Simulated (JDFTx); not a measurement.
# KBr (Fm-3m) in JDFTx: convergence with cutoff

Aim: find how far cutoff must go before the results for KBr settle, at PBEsol. This setting moves, with any that are tied to it; all else stays.

All numbers are computed with JDFTx 1.7.0 (patched build); they aren't measurements. Logs are shortened: lines on timing, memory, paths and dates and some standing lists are left out, and cuts for length are marked. The log counts tension as positive stress, the text compression.

## 1. Starting point

It takes space group Fm-3m (No. 225, cubic). Conventional cell: a = 6.600 Å, b = 6.600 Å, c = 6.600 Å, α = 90.00°, β = 90.00°, γ = 90.00°. Br (site symmetry m-3m) is surrounded by 6 K at 3.30 Å. K (site symmetry m-3m) has 6 Br at 3.30 Å as nearest neighbours.

## 2. With cutoff 408.171 eV

The input, KBr.in:

```
lattice \
    0.0000000000     6.2360962113     6.2360962113 \
    6.2360962113     0.0000000000     6.2360962113 \
    6.2360962113     6.2360962113     0.0000000000
coords-type Cartesian
ion Br     6.2360962113     6.2360962113     6.2360962113 1
ion K      0.0000000000     0.0000000000     0.0000000000 1

ion-species pseudo/Br.upf
ion-species pseudo/K.upf
elec-cutoff 15 120
elec-ex-corr gga-PBEsol
kpoint-folding 7 7 7
elec-smearing Fermi 0.0018374661
elec-n-bands 14
electronic-SCF nIterations 100 energyDiffThreshold 1e-09
electronic-minimize nIterations 30 energyDiffThreshold 1e-7
converge-empty-states yes
forces-output-coords Cartesian

dump-name run.$VAR
dump End Ecomponents EigStats BandEigs Kpoints Forces Stress
```

Potentials or basis: PseudoDojo-SR-PBEsol-0.4.1-standard.

On the command line:

```sh
> jdftx -c 1 -i KBr.in -o KBr.out
```

Log:

```text
*************** JDFTx 1.7.0 (patched build) ***************

Input parsed successfully to the following command list (including defaults):
[... the input with its defaults ...]

---------- Setting up symmetries ----------

Found 48 point-group symmetries of the bravais lattice
Found 48 space-group symmetries with basis
Applied RMS atom displacement 0 bohrs to make symmetries exact.

---------- Initializing the Grid ----------
R =
[            0       6.2361       6.2361  ]
[       6.2361            0       6.2361  ]
[       6.2361       6.2361            0  ]
unit cell volume = 485.03
G =
[  -0.503776   0.503776   0.503776  ]
[   0.503776  -0.503776   0.503776  ]
[   0.503776   0.503776  -0.503776  ]
Minimum fftbox size, Smin = [  44  44  44  ]
Chosen fftbox size, S = [  48  48  48  ]

---------- Initializing tighter grid for wavefunction operations ----------
R =
[            0       6.2361       6.2361  ]
[       6.2361            0       6.2361  ]
[       6.2361       6.2361            0  ]
unit cell volume = 485.03
G =
[  -0.503776   0.503776   0.503776  ]
[   0.503776  -0.503776   0.503776  ]
[   0.503776   0.503776  -0.503776  ]
Minimum fftbox size, Smin = [  32  32  32  ]
Chosen fftbox size, S = [  32  32  32  ]

---------- Exchange Correlation functional ----------
Initalized PBEsol GGA exchange.
Initalized PBEsol GGA correlation.

---------- Setting up pseudopotentials ----------
Width of ionic core gaussian charges (only for fluid interactions / plotting) set to 0

Reading pseudopotential file 'pseudo/Br.upf':
  'Br' pseudopotential, 'PBESOL' functional
  Generated using ONCVPSP code by D. R. Hamann
  7 valence electrons, 2 orbitals, 6 projectors, 1001 radial grid points, with lMax = 2
    4S    l: 0   occupation:  2.0   eigenvalue: -0.739906
    4P    l: 1   occupation:  5.0   eigenvalue: -0.288675
  Core radius for overlap checks: 1.88 bohrs.

Reading pseudopotential file 'pseudo/K.upf':
  'K' pseudopotential, 'PBESOL' functional
  Generated using ONCVPSP code by D. R. Hamann
  9 valence electrons, 3 orbitals, 6 projectors, 1001 radial grid points, with lMax = 2
    3S    l: 0   occupation:  2.0   eigenvalue: -1.296039
    3P    l: 1   occupation:  6.0   eigenvalue: -0.690783
    4S    l: 0   occupation:  1.0   eigenvalue: -0.084574
  WARNING: large normalization error in atomic orbital 2s (integral: 0.981092).
  Core radius for overlap checks: 1.56 bohrs.

Initialized 2 species with 2 total atoms.

Folded 1 k-points by 7x7x7 to 343 k-points.

---------- Setting up k-points, bands, fillings ----------
Reduced to 20 k-points under symmetry.
Computing the number of bands and number of electrons
Calculating initial fillings.
nElectrons:  16.000000   nBands: 14   nStates: 20

----- Setting up reduced wavefunction bases (one per k-point) -----
average nbasis = 1345.251 , ideal nbasis = 1345.858

---------- Setting up ewald sum ----------
Optimum gaussian width for ewald sums = 2.832327 bohr.
Real space sum over 1331 unit cells with max indices [  5  5  5  ]
Reciprocal space sum over 2197 terms with max indices [  6  6  6  ]

---------- Allocating electronic variables ----------
Initializing wave functions:  linear combination of atomic orbitals
Note: number of bands (14) exceeds available atomic orbitals (9)
Br pseudo-atom occupations:   s ( 2 )  p ( 5 )
K pseudo-atom occupations:   s ( 2 1 )  p ( 6 )
	FillingsUpdate:  mu: +0.171892052  nElectrons: 16.000000
LCAOMinimize: Iter:   0  F: -41.9570422547719915  |grad|_K:  2.387e-03  alpha:  1.000e+00
	FillingsUpdate:  mu: +0.164038010  nElectrons: 16.000000
LCAOMinimize: Iter:   1  F: -41.9655391192499820  |grad|_K:  2.877e-05  alpha:  7.072e-01  linmin:  1.993e-01  cgtest: -8.548e-01
	FillingsUpdate:  mu: +0.164028367  nElectrons: 16.000000
[... 6 lines of inner loops ...]
LCAOMinimize: 	Wrong curvature in test step, increasing alphaT to 3.040238e+00.
	FillingsUpdate:  mu: +0.164110456  nElectrons: 16.000000
LCAOMinimize: Iter:   5  F: -41.9655402555606685  |grad|_K:  7.541e-10  alpha: -2.602e-01  linmin:  5.645e-02  cgtest: -2.339e-01
LCAOMinimize: Converged (|Delta F|<1.000000e-06 for 2 iters).

-------- Electronic minimization -----------
Will mix electronic density at each iteration.
	FillingsUpdate:  mu: +0.164110456  nElectrons: 16.000000
	FillingsUpdate:  mu: +0.150289696  nElectrons: 16.000000
SCF: Cycle:  0   F: -41.982462579474443   dF: -1.692e-02   |Residual|: 7.142e-02   |deigs|: 1.484e-01
	FillingsUpdate:  mu: +0.100000000  nElectrons: 16.000000
SCF: Cycle:  1   F: -41.991653428712560   dF: -9.191e-03   |Residual|: 2.299e-02   |deigs|: 1.933e-02
	FillingsUpdate:  mu: +0.100000000  nElectrons: 16.000000
SCF: Cycle:  2   F: -41.993022191657914   dF: -1.369e-03   |Residual|: 5.198e-03   |deigs|: 6.533e-03
	FillingsUpdate:  mu: +0.100000000  nElectrons: 16.000000
SCF: Cycle:  3   F: -41.993070840362400   dF: -4.865e-05   |Residual|: 8.592e-04   |deigs|: 1.807e-03
	FillingsUpdate:  mu: +0.100000000  nElectrons: 16.000000
SCF: Cycle:  4   F: -41.993076864866794   dF: -6.025e-06   |Residual|: 3.898e-04   |deigs|: 5.116e-04
	FillingsUpdate:  mu: +0.100000000  nElectrons: 16.000000
SCF: Cycle:  5   F: -41.993078495742907   dF: -1.631e-06   |Residual|: 8.823e-05   |deigs|: 2.632e-04
	FillingsUpdate:  mu: +0.100000000  nElectrons: 16.000000
SCF: Cycle:  6   F: -41.993079430305755   dF: -9.346e-07   |Residual|: 4.167e-05   |deigs|: 3.142e-04
	FillingsUpdate:  mu: +0.100000000  nElectrons: 16.000000
SCF: Cycle:  7   F: -41.993079683719856   dF: -2.534e-07   |Residual|: 3.153e-05   |deigs|: 1.911e-04
	FillingsUpdate:  mu: +0.100000000  nElectrons: 16.000000
SCF: Cycle:  8   F: -41.993079847048683   dF: -1.633e-07   |Residual|: 2.079e-05   |deigs|: 3.362e-04
	FillingsUpdate:  mu: +0.100000000  nElectrons: 16.000000
SCF: Cycle:  9   F: -41.993079889632142   dF: -4.258e-08   |Residual|: 5.769e-06   |deigs|: 1.680e-04
	FillingsUpdate:  mu: +0.100000000  nElectrons: 16.000000
SCF: Cycle: 10   F: -41.993079919595218   dF: -2.996e-08   |Residual|: 3.955e-06   |deigs|: 2.439e-04
	FillingsUpdate:  mu: +0.100000000  nElectrons: 16.000000
SCF: Cycle: 11   F: -41.993079925579089   dF: -5.984e-09   |Residual|: 2.601e-06   |deigs|: 1.523e-04
	FillingsUpdate:  mu: +0.100000000  nElectrons: 16.000000
SCF: Cycle: 12   F: -41.993079929985093   dF: -4.406e-09   |Residual|: 9.669e-07   |deigs|: 2.100e-04
	FillingsUpdate:  mu: +0.100000000  nElectrons: 16.000000
SCF: Cycle: 13   F: -41.993079930827633   dF: -8.425e-10   |Residual|: 6.790e-07   |deigs|: 1.098e-04
	FillingsUpdate:  mu: +0.100000000  nElectrons: 16.000000
SCF: Cycle: 14   F: -41.993079931466831   dF: -6.392e-10   |Residual|: 6.890e-07   |deigs|: 1.254e-04
SCF: Converged (|Delta E|<1.000000e-09 for 2 iters).

Setting wave functions to eigenvectors of Hamiltonian
Converging empty states (this may take a while):
EmptyStates: None of the convergence criteria satisfied.
|deigs|: 8.616e-04

# Stress tensor in Cartesian coordinates [Eh/a0^3]:
[  0.000312946            0            0  ]
[            0  0.000312946            0  ]
[            0            0  0.000312946  ]

# Ionic positions in cartesian coordinates:
ion Br   6.236096211300000   6.236096211300000   6.236096211300000 1
ion K   0.000000000000000   0.000000000000000   0.000000000000000 1

# Forces in Cartesian coordinates:
force Br   0.000000000000000  -0.000000000000000   0.000000000000000 1
force K   0.000000000000000   0.000000000000000  -0.000000000000000 1

# Energy components:
   Eewald =      -29.3989375836096940
       EH =        9.5719184787869835
     Eloc =      -35.5978487463931401
      Enl =        6.5432402886476897
      Exc =      -11.5035220059900158
 Exc_core =        3.7952104306455579
       KE =       14.5968592064457869
-------------------------------------
     Etot =      -41.9930799314668306
       TS =        0.0000000000000000
-------------------------------------
        F =      -41.9930799314668306

IonicMinimize: Iter:   0  F: -41.993079931466831  |grad|_K:  2.689e-41
IonicMinimize: Converged (|grad|_K<1.000000e-04).

#--- Lowdin population analysis ---
# oxidation-state Br -0.660
# oxidation-state K +0.713

Dumping 'run.eigStats' ...
	eMin: -0.961393 at state 0 ( [ +0.000000 +0.000000 +0.000000 ] spin 0 )
	HOMO: +0.038319 at state 0 ( [ +0.000000 +0.000000 +0.000000 ] spin 0 )
	mu  : +0.100000
	LUMO: +0.197256 at state 0 ( [ +0.000000 +0.000000 +0.000000 ] spin 0 )
	eMax: +0.445890 at state 14 ( [ +0.000000 +0.428571 +0.428571 ] spin 0 )
	HOMO-LUMO gap: +0.158937
	Optical gap  : +0.158937 at state 0 ( [ +0.000000 +0.000000 +0.000000 ] spin 0 )
WARNING: the last solve of the electrons (or of bands or displaced states from it) ended unconverged.
Done!
[note: mu as printed may lie anywhere between the filled and the empty levels]
```

It took 12 s on 1 thread of Intel Xeon 6975P-C (Granite Rapids), shared host; peak memory 0.07 GiB.

Results:

```yaml
Free_energy: -1142.6899 eV
Pressure: -9.2 GPa
Band_gap_on_the_k_mesh: 4.32 eV, direct
Loewdin_charges: Br -0.66; K +0.71 e
```

## 3. With cutoff 489.805 eV

KBr.in, as its differences from that of step 2:

```diff
@@ -10,3 +10,3 @@
 ion-species pseudo/K.upf
-elec-cutoff 15 120
+elec-cutoff 18 144
 elec-ex-corr gga-PBEsol
```

Potentials or basis: PseudoDojo-SR-PBEsol-0.4.1-standard.

On the command line:

```sh
> jdftx -c 1 -i KBr.in -o KBr.out
```

Wall time 21 s (1 thread of Intel Xeon 6975P-C (Granite Rapids), shared host); peak memory 0.08 GiB.

What came out:

```
Free energy            : -1143.5167 eV
Pressure               : -5.1 GPa
Band gap on the k mesh : 4.30 eV, direct
Loewdin charges        : Br -0.66; K +0.71 e
```

## 4. With cutoff 598.65 eV

KBr.in, as its differences from that of step 3:

```diff
@@ -10,3 +10,3 @@
 ion-species pseudo/K.upf
-elec-cutoff 18 144
+elec-cutoff 22 176
 elec-ex-corr gga-PBEsol
```

On the command line:

```sh
> jdftx -c 1 -i KBr.in -o KBr.out
```

Wall time 29 s (1 thread of Intel Xeon 6975P-C (Granite Rapids), shared host); peak memory 0.11 GiB.

What came out:

```
Free energy            : -1143.9480 eV
Pressure               : -2.2 GPa
Band gap on the k mesh : 4.29 eV, direct
Loewdin charges        : Br -0.66; K +0.71 e
```

## 5. With cutoff 707.496 eV

KBr.in, as its differences from that of step 4:

```diff
@@ -10,3 +10,3 @@
 ion-species pseudo/K.upf
-elec-cutoff 22 176
+elec-cutoff 26 208
 elec-ex-corr gga-PBEsol
```

On the command line:

```sh
> jdftx -c 1 -i KBr.in -o KBr.out
```

Run time: 47 s. Hardware: 1 thread of Intel Xeon 6975P-C (Granite Rapids), shared host; peak memory 0.12 GiB.

What came out:

| Property | Result |
| --- | --- |
| Free energy | -1144.0783 eV |
| Pressure | -0.9 GPa |
| Band gap on the k mesh | 4.28 eV, direct |
| Loewdin charges | Br -0.66; K +0.71 e |

## 6. With cutoff 816.342 eV

KBr.in, as its differences from that of step 5:

```diff
@@ -10,3 +10,3 @@
 ion-species pseudo/K.upf
-elec-cutoff 26 208
+elec-cutoff 30 240
 elec-ex-corr gga-PBEsol
```

Potentials or basis: PseudoDojo-SR-PBEsol-0.4.1-standard.

On the command line:

```sh
> jdftx -c 1 -i KBr.in -o KBr.out
```

Wall time 49 s (1 thread of Intel Xeon 6975P-C (Granite Rapids), shared host); peak memory 0.15 GiB.

Results:

- Free energy: -1144.1101 eV
- Pressure: -0.5 GPa
- Band gap on the k mesh: 4.28 eV, direct
- Loewdin charges: Br -0.66; K +0.71 e

## 7. With cutoff 897.976 eV

KBr.in, as its differences from that of step 6:

```diff
@@ -10,3 +10,3 @@
 ion-species pseudo/K.upf
-elec-cutoff 30 240
+elec-cutoff 33 264
 elec-ex-corr gga-PBEsol
```

On the command line:

```sh
> jdftx -c 1 -i KBr.in -o KBr.out
```

Wall time 55 s (1 thread of Intel Xeon 6975P-C (Granite Rapids), shared host); peak memory 0.17 GiB.

The run converged. Its results:

```
Free energy            : -1144.1152 eV
Pressure               : -0.4 GPa
Band gap on the k mesh : 4.28 eV, direct
Loewdin charges        : Br -0.66; K +0.71 e
```

## 8. With cutoff 1006.82 eV

KBr.in, as its differences from that of step 7:

```diff
@@ -10,3 +10,3 @@
 ion-species pseudo/K.upf
-elec-cutoff 33 264
+elec-cutoff 37 296
 elec-ex-corr gga-PBEsol
```

On the command line:

```sh
> jdftx -c 1 -i KBr.in -o KBr.out
```

It took 79 s on 1 thread of Intel Xeon 6975P-C (Granite Rapids), shared host; peak memory 0.19 GiB.

The run converged. Its results:

* Free energy: -1144.1163 eV
* Pressure: -0.3 GPa
* Band gap on the k mesh: 4.28 eV, direct
* Loewdin charges: Br -0.66; K +0.71 e

## 9. With cutoff 1170.09 eV

KBr.in, as its differences from that of step 8:

```diff
@@ -10,3 +10,3 @@
 ion-species pseudo/K.upf
-elec-cutoff 37 296
+elec-cutoff 43 344
 elec-ex-corr gga-PBEsol
```

Potentials or basis: PseudoDojo-SR-PBEsol-0.4.1-standard.

On the command line:

```sh
> jdftx -c 1 -i KBr.in -o KBr.out
```

Run time: 87 s. Hardware: 1 thread of Intel Xeon 6975P-C (Granite Rapids), shared host; peak memory 0.24 GiB.

Results (log left out):

```
Free energy            : -1144.1164 eV
Pressure               : -0.3 GPa
Band gap on the k mesh : 4.28 eV, direct
Loewdin charges        : Br -0.66; K +0.71 e
```

## 10. With cutoff 1360.57 eV

KBr.in, as its differences from that of step 9:

```diff
@@ -10,3 +10,3 @@
 ion-species pseudo/K.upf
-elec-cutoff 43 344
+elec-cutoff 50 400
 elec-ex-corr gga-PBEsol
```

On the command line:

```sh
> jdftx -c 1 -i KBr.in -o KBr.out
```

Wall time 1.7 min (1 thread of Intel Xeon 6975P-C (Granite Rapids), shared host); peak memory 0.26 GiB.

Results (log left out):

```yaml
Free_energy: -1144.1165 eV
Pressure: -0.3 GPa
Band_gap_on_the_k_mesh: 4.28 eV, direct
Loewdin_charges: Br -0.66; K +0.71 e
```

## 11. Summary

| cutoff | energy less the tightest run, at zero smearing (meV/atom) | pressure (GPa) | gap on the mesh (eV) | SCF cycles | CPU time (s) | peak memory (GiB) |
| --- | --- | --- | --- | --- | --- | --- |
| 408.171 eV | 713.32 | -9.21 | 4.325 | 15 | 12 | 0.07 |
| 489.805 eV | 299.90 | -5.08 | 4.296 | 17 | 21 | 0.08 |
| 598.65 eV | 84.27 | -2.21 | 4.286 | 17 | 29 | 0.11 |
| 707.496 eV | 19.14 | -0.94 | 4.283 | 18 | 47 | 0.12 |
| 816.342 eV | 3.21 | -0.48 | 4.282 | 18 | 49 | 0.15 |
| 897.976 eV | 0.68 | -0.38 | 4.282 | 18 | 55 | 0.17 |
| 1006.82 eV | 0.15 | -0.34 | 4.282 | 18 | 79 | 0.19 |
| 1170.09 eV | 0.06 | -0.34 | 4.282 | 18 | 87 | 0.24 |
| 1360.57 eV | 0.00 | -0.34 | 4.282 | 18 | 100 | 0.26 |

Against the tightest run, the energy stays within 1 meV/atom from 897.976 eV on; the pressure stays within 0.1 GPa from 897.976 eV on; the gap on the mesh stays within 0.01 eV from 598.65 eV on. The tightest run that finished is the yardstick and may itself not be fully converged.

Caveats: the empty levels aren't tightly converged.
